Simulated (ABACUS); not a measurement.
# CsSnBr3 (Pm-3m) in ABACUS: single point with PBEsol

Aim: the single point of CsSnBr3 with PBEsol.

Program: ABACUS 3.10.1. These are calculated values, not measurements. Logs are shortened: lines on timing, memory, paths and dates and some standing lists are left out, and cuts for length are marked.

**Experimental background.**

“Influence of hidden halogen mobility on local structure of CsSn(Cl1−xBrx)3 mixed-halide perovskites by solid-state NMR”, 2020, pmc:8179406 reports, for a powder of CsSnBr3 at 300 K: band gap 1.79 eV (optical).

The runs below are set against these values where they give the same quantity.

## Step 1: The structure

It takes space group Pm-3m (No. 221, cubic). The conventional cell has a = 5.839 Å, b = 5.839 Å, c = 5.839 Å, α = 90.00°, β = 90.00°, γ = 90.00°. Cs (site symmetry m-3m) is surrounded by 12 Br at 4.13 Å. Sn (site symmetry m-3m) has 6 Br at 2.92 Å as nearest neighbours. Br (site symmetry 4/mmm) is surrounded by 2 Sn at 2.92 Å.

The cell is a database's computed one.

## Step 2: Single point, PBEsol

INPUT reads:

```
INPUT_PARAMETERS
suffix              CsSnBr3
calculation         scf
basis_type          pw
pseudo_dir          ./
symmetry            1
dft_functional      pbesol
ecutwfc             40
pseudo_rcut         10
nspin               1
nbands              33
ks_solver           dav
smearing_method     fd
smearing_sigma      0.00367493
scf_thr             1e-08
scf_nmax            100
mixing_type         broyden
mixing_beta         0.7
cal_force           1
cal_stress          1
ecutrho             320
out_chg             1
kpar                4
```

STRU reads:

```
ATOMIC_SPECIES
Cs 132.9055 cs_pbesol_v1.uspp.F.UPF
Sn 118.7100 sn_pbesol_v1.4.uspp.F.UPF
Br 79.9040 br_pbesol_v1.4.uspp.F.UPF

LATTICE_CONSTANT
1.8897261246

LATTICE_VECTORS
5.8390056100 0.0000000000 0.0000000000
0.0000000000 5.8390056100 0.0000000000
0.0000000000 0.0000000000 5.8390056100

ATOMIC_POSITIONS
Direct

Cs
0.0
1
0.0000000000 0.0000000000 0.0000000000 1 1 1

Sn
0.0
1
0.5000000000 0.5000000000 0.5000000000 1 1 1

Br
0.0
3
0.0000000000 0.5000000000 0.5000000000 1 1 1
0.5000000000 0.5000000000 0.0000000000 1 1 1
0.5000000000 0.0000000000 0.5000000000 1 1 1
```

KPT reads:

```
K_POINTS
0
Gamma
4 4 4 0 0 0
```

Potentials or basis: GBRV ultrasoft 1.5 PBEsol, plane waves.

Command:

```console
$ OMP_NUM_THREADS=1 mpirun -np 4 abacus > log
```

running log:

```text
ABACUS v3.10.1

               Atomic-orbital Based Ab-initio Computation at UStc

 ------------------------------------------------------------------------------------

 READING GENERAL INFORMATION
                           global_out_dir = OUT.CsSnBr3/
                           global_in_card = INPUT
                               pseudo_dir = ./
                              orbital_dir =
                                    DSIZE = 4
                                    GSIZE = 1

 READING UNITCELL INFORMATION
                                    ntype = 3
                  lattice constant (Bohr) = 1.88973
              lattice constant (Angstrom) = 1

 READING ATOM TYPE 1
                               atom label = Cs
                      L=0, number of zeta = 1
                      L=1, number of zeta = 1
                      L=2, number of zeta = 1
             number of atom for this type = 1

 READING ATOM TYPE 2
                               atom label = Sn
                      L=0, number of zeta = 1
                      L=1, number of zeta = 1
                      L=2, number of zeta = 1
             number of atom for this type = 1

 READING ATOM TYPE 3
                               atom label = Br
                      L=0, number of zeta = 1
                      L=1, number of zeta = 1
                      L=2, number of zeta = 1
             number of atom for this type = 3

                        TOTAL ATOM NUMBER = 5
DIRECT COORDINATES
    atom                   x                   y                   z     mag                  vx                  vy                  vz
taud_Cs1            0.0000000000        0.0000000000        0.0000000000  0.0000        0.0000000000        0.0000000000        0.0000000000
taud_Sn1            0.5000000000        0.5000000000        0.5000000000  0.0000        0.0000000000        0.0000000000        0.0000000000
taud_Br1            0.0000000000        0.5000000000        0.5000000000  0.0000        0.0000000000        0.0000000000        0.0000000000
taud_Br2            0.5000000000        0.5000000000        0.0000000000  0.0000        0.0000000000        0.0000000000        0.0000000000
taud_Br3            0.5000000000        0.0000000000        0.5000000000  0.0000        0.0000000000        0.0000000000        0.0000000000

                          Volume (Bohr^3) = 1343.42
                             Volume (A^3) = 199.075

 Lattice vectors: (Cartesian coordinate: in unit of a_0)
             +5.83901                  +0                  +0
                   +0            +5.83901                  +0
                   +0                  +0            +5.83901
 Reciprocal vectors: (Cartesian coordinate: in unit of 2 pi/a_0)
            +0.171262                  -0                  +0
                   -0           +0.171262                  -0
                   +0                  -0           +0.171262
 The esolver type has been set to : ksdft_pw

                PAO radial cut off (Bohr) = 10

 Read in pseudopotential file is cs_pbesol_v1.uspp.F.UPF
                     pseudopotential type = US
          exchange-correlation functional = PBEsol
                 nonlocal core correction = 1
                        valence electrons = 9
                                     lmax = 2
                           number of zeta = 5
                     number of projectors = 6
                           L of projector = 0
                           L of projector = 0
                           L of projector = 1
                           L of projector = 1
                           L of projector = 2
                           L of projector = 2
 XC functional updated to : pbesol
          exchange-correlation functional = PBESOL
                PAO radial cut off (Bohr) = 10

 Read in pseudopotential file is sn_pbesol_v1.4.uspp.F.UPF
                     pseudopotential type = US
          exchange-correlation functional = PBEsol
                 nonlocal core correction = 1
                        valence electrons = 14
                                     lmax = 2
                           number of zeta = 3
                     number of projectors = 6
                           L of projector = 0
                           L of projector = 0
                           L of projector = 1
                           L of projector = 1
                           L of projector = 2
                           L of projector = 2
 XC functional updated to : pbesol
          exchange-correlation functional = PBESOL
                PAO radial cut off (Bohr) = 10

 Read in pseudopotential file is br_pbesol_v1.4.uspp.F.UPF
                     pseudopotential type = US
          exchange-correlation functional = PBEsol
                 nonlocal core correction = 1
                        valence electrons = 7
                                     lmax = 2
                           number of zeta = 2
                     number of projectors = 6
                           L of projector = 0
                           L of projector = 0
                           L of projector = 1
                           L of projector = 1
                           L of projector = 2
                           L of projector = 2
 XC functional updated to : pbesol
          exchange-correlation functional = PBESOL
     initial pseudo atomic orbital number = 34

 SETUP THE ELECTRONS NUMBER
            electron number of element Cs = 9
      total electron number of element Cs = 9
            electron number of element Sn = 14
      total electron number of element Sn = 14
            electron number of element Br = 7
      total electron number of element Br = 21
            AUTOSET number of electrons:  = 44
                           occupied bands = 22
                                   NBANDS = 33
[... 65 lines left out ...]
                           GAMMA (DEGREE) = 90

 The lattice vectors have been changed (STRU_SIMPLE.cif)

(for optimal symmetric configuration:)
                             BRAVAIS TYPE = 1
                     BRAVAIS LATTICE NAME = 01. Cubic P (simple)
                                    ibrav = 1
                                    IBRAV = 1
                                  BRAVAIS = SIMPLE CUBIC
                       LATTICE CONSTANT A = 5.83901
Original cell was already a primitive cell.
                        ROTATION MATRICES = 48
              PURE POINT GROUP OPERATIONS = 48
                   SPACE GROUP OPERATIONS = 48
                              POINT GROUP = O_h
               POINT GROUP IN SPACE GROUP = O_h

 SETUP K-POINTS
                                    nspin = 1
                   Input type of k points = Monkhorst-Pack(Gamma)
                                   nkstot = 64
                       right hand lattice = 1
(for reciprocal lattice: )
                             BRAVAIS TYPE = 1
                     BRAVAIS LATTICE NAME = 01. Cubic P (simple)
                                    ibrav = 1
                       right hand lattice = 1
(for k-lattice: )
                             BRAVAIS TYPE = 1
                     BRAVAIS LATTICE NAME = 01. Cubic P (simple)
                                    ibrav = 1
                       right hand lattice = 1
                        ROTATION MATRICES = 48
                               nkstot_ibz = 10
K-POINTS REDUCTION ACCORDING TO SYMMETRY
     IBZ    DIRECT_X    DIRECT_Y    DIRECT_Z  WEIGHT  ibz2bz
       1  0.00000000  0.00000000  0.00000000  0.0156       0
       2  0.25000000  0.00000000  0.00000000  0.0938       1
       3  0.50000000  0.00000000  0.00000000  0.0469       2
       4  0.25000000  0.25000000  0.00000000  0.1875       5
       5  0.50000000  0.25000000  0.00000000  0.1875       6
       6  0.50000000  0.50000000  0.00000000  0.0469      10
       7  0.25000000  0.25000000  0.25000000  0.1250      21
       8  0.50000000  0.25000000  0.25000000  0.1875      22
       9  0.50000000  0.50000000  0.25000000  0.0938      26
      10  0.50000000  0.50000000  0.50000000  0.0156      42

                               nkstot now = 10
[... K-POINTS DIRECT COORDINATES: 10 rows ...]

           k-point number in this process = 3
       minimum distributed K point number = 2
[... stars of the k points ...]

[... K-POINTS CARTESIAN COORDINATES: 3 rows ...]

[... K-POINTS DIRECT COORDINATES: 3 rows ...]

 SETUP PLANE WAVES FOR WAVE FUNCTIONS
     energy cutoff for wavefunc (unit:Ry) = 40
              fft grid for wave functions = [ 45, 45, 45 ]
                    number of plane waves = 6619
                         number of sticks = 421

 PARALLEL PW FOR WAVE FUNCTIONS
     PROC   COLUMNS(POT)             PW
        1            421           6619
 --------------- sum -------------------
        1            421           6619

 SETUP NONLOCAL PSEUDOPOTENTIALS IN PLANE WAVE BASIS
 Cs non-local projectors:
 projector 1 L=0
 projector 2 L=0
 projector 3 L=1
 projector 4 L=1
 projector 5 L=2
 projector 6 L=2
 Sn non-local projectors:
 projector 1 L=0
 projector 2 L=0
 projector 3 L=1
 projector 4 L=1
 projector 5 L=2
 projector 6 L=2
 Br non-local projectors:
 projector 1 L=0
 projector 2 L=0
 projector 3 L=1
 projector 4 L=1
 projector 5 L=2
 projector 6 L=2
      TOTAL NUMBER OF NONLOCAL PROJECTORS = 90

 Init Non-Local PseudoPotential table :
 Init Non-Local-Pseudopotential done.

                                     npwx = 5750

 Make real space PAO into reciprocal space.
       max mesh points in Pseudopotential = 769
     dq(describe PAO in reciprocal space) = 0.01
                                    max q = 763

 number of pseudo atomic orbitals for Cs is 5
WARNING: norm of atomic wavefunction # 3 of atomic type Cs is 0.93443, renormalized
WARNING: norm of atomic wavefunction # 4 of atomic type Cs is 0.980948, renormalized
WARNING: norm of atomic wavefunction # 5 of atomic type Cs is 0.879656, renormalized

 number of pseudo atomic orbitals for Sn is 3
WARNING: norm of atomic wavefunction # 3 of atomic type Sn is 0.999979, renormalized

 number of pseudo atomic orbitals for Br is 2
WARNING: norm of atomic wavefunction # 2 of atomic type Br is 0.999998, renormalized

 -------------------------------------------
 SELF-CONSISTENT
 -------------------------------------------
                                 init_chg = atomic

 PW ALGORITHM --------------- ION=   1  ELEC=   1--------------------------------

 Notice: Threshold on eigenvalues was too large.
 hsover_error=0.44 > DRHO=0.194748
 Origin diag ethr = 0.01
 New diag ethr = 0.000442608

 Density error is 0.195739321233
                          Error Threshold = 0.000442608470777
----------------------------------------------------------
     Energy           Rydberg                 eV
----------------------------------------------------------
 E_KohnSham     -343.7304794304      -4676.6930965248
 E_Harris       -347.6755272235      -4730.3682253933
 E_Fermi        0.3499517671         4.7613380580
----------------------------------------------------------
[... 75 lines left out ...]
 Density error is 5.57511735644e-10
                          Error Threshold = 5.43685344648e-11
----------------------------------------------------------
     Energy           Rydberg                 eV
----------------------------------------------------------
 E_KohnSham     -343.7798231721      -4677.3644525735
 E_KS(sigma->0) -343.7798075094      -4677.3642394711
 E_Harris       -343.7797062713      -4677.3628620560
 E_band         -21.5050519071       -292.5912417221
 E_one_elec     -125.8106679921      -1711.7419538792
 E_Hartree      81.5450774943        1109.4776977742
 E_xc           -131.5837802602      -1790.2891759182
 E_Ewald        -167.9304210887      -2284.8105943455
 E_entropy(-TS) -0.0000313255        -0.0004262048
 E_descf        0.0000000000         0.0000000000
 E_exx          0.0000000000         0.0000000000
 E_Fermi        0.3373594723         4.5900110972
----------------------------------------------------------

 charge density convergence is achieved
 final etot is -4677.3644526 eV
 EFERMI = 4.5900110972 eV

 STATE ENERGY(eV) AND OCCUPATIONS    NSPIN == 1
 1/3 kpoint (Cartesian) = 0.0000 0.0000 0.0000 (5743 pws)
       1       -17.7990      0.0312500
       2       -17.7026      0.0312500
       3       -17.7026      0.0312500
       4       -17.6735      0.0312500
       5       -17.6735      0.0312500
       6       -17.6735      0.0312500
[... 95 lines left out ...]
      32        10.3492    8.88216e-52
      33        10.5521    1.53279e-53

------------------------------------------------------------------------------------------
 TOTAL-FORCE (eV/Angstrom)
------------------------------------------------------------------------------------------
                       Cs1         0.0000000000         0.0000000000         0.0000000000
                       Sn1         0.0000000000         0.0000000000         0.0000000000
                       Br1         0.0000000000         0.0000000000         0.0000000000
                       Br2         0.0000000000         0.0000000000         0.0000000000
                       Br3         0.0000000000         0.0000000000         0.0000000000
------------------------------------------------------------------------------------------

----------------------------------------------------------------
 TOTAL-STRESS (KBAR)
----------------------------------------------------------------
        -6.3179912662         0.0000000000         0.0000000000
         0.0000000000        -6.3179912662        -0.0000000000
         0.0000000000        -0.0000000000        -6.3179912662
----------------------------------------------------------------
 TOTAL-PRESSURE: -6.317991 KBAR

 --------------------------------------------
 !FINAL_ETOT_IS -4677.3644525734762283 eV
 --------------------------------------------
```

Run time: 93 s. Hardware: 4 MPI ranks of Intel Xeon 6975P-C (Granite Rapids), shared host; peak memory 2.2 GiB.

What came out:

```yaml
Free_energy: -4677.3645 eV
Pressure: -0.6 GPa
Band_gap_on_the_k_mesh: 0.42 eV, direct
```

Levels at points of the mesh, in eV from the valence-band top:
| k point | band 19 | band 20 | band 21 | band 22 | band 23 | band 24 | band 25 | band 26 |
| --- | --- | --- | --- | --- | --- | --- | --- | --- |
| (0.00, 0.00, 0.00) | -2.97 | -2.84 | -2.84 | -2.84 | 2.15 | 3.24 | 3.24 | 3.87 |
| (0.50, 0.00, 0.00) | -3.11 | -2.95 | -2.95 | -1.98 | 1.43 | 3.62 | 4.22 | 4.30 |
| (0.50, 0.50, 0.00) | -3.23 | -3.23 | -2.47 | -0.97 | 0.96 | 0.96 | 3.88 | 4.36 |
| (0.50, 0.50, 0.50) | -2.46 | -2.46 | -2.46 | 0.00 | 0.42 | 0.42 | 0.42 | 3.65 |

Caveat: spin-orbit coupling is left out, which moves the levels of the heavy elements.

## Step 3: How close it comes

Step 2. A measured gap of CsSnBr3 is 1.79 eV (optical; 300 K; powder; “Influence of hidden halogen mobility on local structure of CsSn(Cl1−xBrx)3 mixed-halide perovskites by solid-state NMR”, 2020, pmc:8179406); the calculated 0.42 eV misses it by -1.37 eV. So large a miss can be the level of theory's own, or it may mean another phase, state or a wrong row. Spin-orbit coupling on Br, Cs, Sn is left out. The value is that of PBEsol on a finite k mesh, which can miss the band edges, without temperature or zero-point motion. Semilocal functionals fall short of measured gaps as a rule. The cell is a database's relaxed one, not the measured one, which moves gaps too.
